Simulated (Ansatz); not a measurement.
**Strain and the gap of HfS2 (CdI2 type)**

HfS2 (CdI2 type), relaxed with r2SCAN+rVV10 in the PAW code Ansatz. The symmetry is P-3m1 (No. 164, trigonal); conventional cell a = 3.630 Å, c = 5.878 Å, 22.36 Å³ an atom. Around Hf lie 6 S at 2.54 Å; around S lie 3 Hf at 2.54 Å.

The axes x, y and z are those of this cell:
```xyz
3
Lattice="3.6303 0.0000 0.0000 -1.8151 3.1439 0.0000 0.0000 0.0000 5.8784" Properties=species:S:1:pos:R:3 pbc="T T T"
Hf    0.0000    0.0000    0.0000
S     0.0000    2.0960    1.4380
S     1.8151    1.0480    4.4403
```

Unstrained: PBE gives an indirect gap of 1.027 eV, from k = (-0.083, 0.003, 0.003) to L; the least direct gap is 1.893 eV at k = (0, 1/4, 1/4). The r2SCAN gap is indirect, 1.345 eV (k = (-0.083, 0.003, 0.003) to L), below the direct gap of 2.241 eV at k = (0, 1/4, 1/4). With HSE06 the valence top lies at k = (-0.083, 0.003, 0.003) and the conduction bottom at L, 1.851 eV higher; the smallest vertical gap, at k = (0, 1/4, 1/4), is 2.821 eV. r2SCAN+SOC gives an indirect gap of 1.339 eV, from k = (-0.083, 0.003, 0.003) to L; the least direct gap is 2.196 eV at Γ. Meshes: PBE 12×12×4, r2SCAN 12×12×4, HSE06 6×6×4, r2SCAN+SOC 12×12×4. Strains are changes of length per length. After each strain the atoms were relaxed again with r2SCAN+rVV10 within the symmetry that the strain leaves, so tilts or polar shifts that break it weren't tested; points keep the names that they have in the unstrained zone. (Simulation; no magnetic order is allowed.)

Changes of the least gap in eV (an overlap counts as a negative gap):
```json
{"strain": "isotropic -4.0 % on every length", "volume change (%)": "-11.5", "space group": "P-3m1", "PBE": "-0.574", "r2SCAN": "-0.591", "HSE06": "-0.660", "r2SCAN+SOC": "-0.611", "G0W0@PBE (mesh)": "-0.77"}
{"strain": "isotropic -3.0 % on every length", "volume change (%)": "-8.7", "space group": "P-3m1", "PBE": "-0.407", "r2SCAN": "-0.419", "HSE06": "-0.467", "r2SCAN+SOC": "-0.438", "G0W0@PBE (mesh)": "-0.55"}
{"strain": "isotropic -2.0 % on every length", "volume change (%)": "-5.9", "space group": "P-3m1", "PBE": "-0.256", "r2SCAN": "-0.264", "HSE06": "-0.293", "r2SCAN+SOC": "-0.279", "G0W0@PBE (mesh)": "-0.35"}
{"strain": "isotropic -1.0 % on every length", "volume change (%)": "-3.0", "space group": "P-3m1", "PBE": "-0.121", "r2SCAN": "-0.124", "HSE06": "-0.138", "r2SCAN+SOC": "-0.131", "G0W0@PBE (mesh)": "-0.17"}
{"strain": "isotropic +1.0 % on every length", "volume change (%)": "+3.0", "space group": "P-3m1", "PBE": "+0.107", "r2SCAN": "+0.110", "HSE06": "+0.122", "r2SCAN+SOC": "+0.112", "G0W0@PBE (mesh)": "+0.15"}
{"strain": "isotropic +2.0 % on every length", "volume change (%)": "+6.1", "space group": "P-3m1", "PBE": "+0.203", "r2SCAN": "+0.209", "HSE06": "+0.231", "r2SCAN+SOC": "+0.212", "G0W0@PBE (mesh)": "+0.29"}
{"strain": "isotropic +3.0 % on every length", "volume change (%)": "+9.3", "space group": "P-3m1", "PBE": "+0.288", "r2SCAN": "+0.296", "HSE06": "+0.326", "r2SCAN+SOC": "+0.299", "G0W0@PBE (mesh)": "+0.40"}
{"strain": "isotropic +4.0 % on every length", "volume change (%)": "+12.5", "space group": "P-3m1", "PBE": "+0.363", "r2SCAN": "+0.373", "HSE06": "+0.411", "r2SCAN+SOC": "+0.376", "G0W0@PBE (mesh)": "+0.49"}
```
Unstrained, G0W0@PBE with 279 empty bands, a screening cutoff of 150 eV and a 6×6×2 mesh gives 1.93 eV on its mesh; the band count follows the volume. G0W0 here is at a finite number of bands, screening cutoff and k mesh, not at the basis limit.

Isotropic -4.0 % on every length. HSE06: the gap goes from 1.851 to 1.191 eV (-0.660 eV); the edges go from (-0.083, 0.003, 0.003) → L to Γ → L. Stress change with PBE, compression positive: xx +9.11, yy +9.11, zz +4.13 GPa.

Isotropic -3.0 % on every length. HSE06: the gap goes from 1.851 to 1.384 eV (-0.467 eV); the edges go from (-0.083, 0.003, 0.003) → L to Γ → L. Stress change with PBE, compression positive: xx +6.46, yy +6.46, zz +2.74 GPa.

Isotropic -2.0 % on every length. HSE06: the gap goes from 1.851 to 1.558 eV (-0.293 eV); the edges go from (-0.083, 0.003, 0.003) → L to (-0.057, 0.026, 0) → L. Stress change with PBE, compression positive: xx +4.06, yy +4.06, zz +1.60 GPa.

Isotropic -1.0 % on every length. HSE06: the gap goes from 1.851 to 1.713 eV (-0.138 eV); the edges go from (-0.083, 0.003, 0.003) → L to (-0.078, 0.036, 0) → L. Stress change with PBE, compression positive: xx +1.92, yy +1.92, zz +0.71 GPa.

Isotropic +1.0 % on every length. HSE06: the gap goes from 1.851 to 1.973 eV (+0.122 eV); the edges go from (-0.083, 0.003, 0.003) → L to (-0.109, 0.052, 0) → L. Stress change with PBE, compression positive: xx -1.72, yy -1.72, zz -0.56 GPa.

Isotropic +2.0 % on every length. HSE06: the gap goes from 1.851 to 2.082 eV (+0.231 eV); the edges go from (-0.083, 0.003, 0.003) → L to Γ–K (0.19) → L. Stress change with PBE, compression positive: xx -3.26, yy -3.26, zz -1.00 GPa.

Isotropic +3.0 % on every length. HSE06: the gap goes from 1.851 to 2.177 eV (+0.326 eV); the edges go from (-0.083, 0.003, 0.003) → L to Γ–K (0.20) → L. Stress change with PBE, compression positive: xx -4.65, yy -4.65, zz -1.37 GPa.

Isotropic +4.0 % on every length. HSE06: the gap goes from 1.851 to 2.262 eV (+0.411 eV); the edges go from (-0.083, 0.003, 0.003) → L to Γ–K (0.22) → L. Stress change with PBE, compression positive: xx -5.89, yy -5.89, zz -1.66 GPa.

Only the levels marked +SOC include spin-orbit coupling.

Where an edge lies off the special points, it is a point of the mesh or the k point where a search put PBE's edge or least direct gap, reused for the other functionals, whose own edges may lie a little apart.

Coordinates of k points refer to the reciprocal vectors of the primitive cell of the runs.

The meshes of the hybrids are coarse, so their gaps aren't converged to the digits shown.
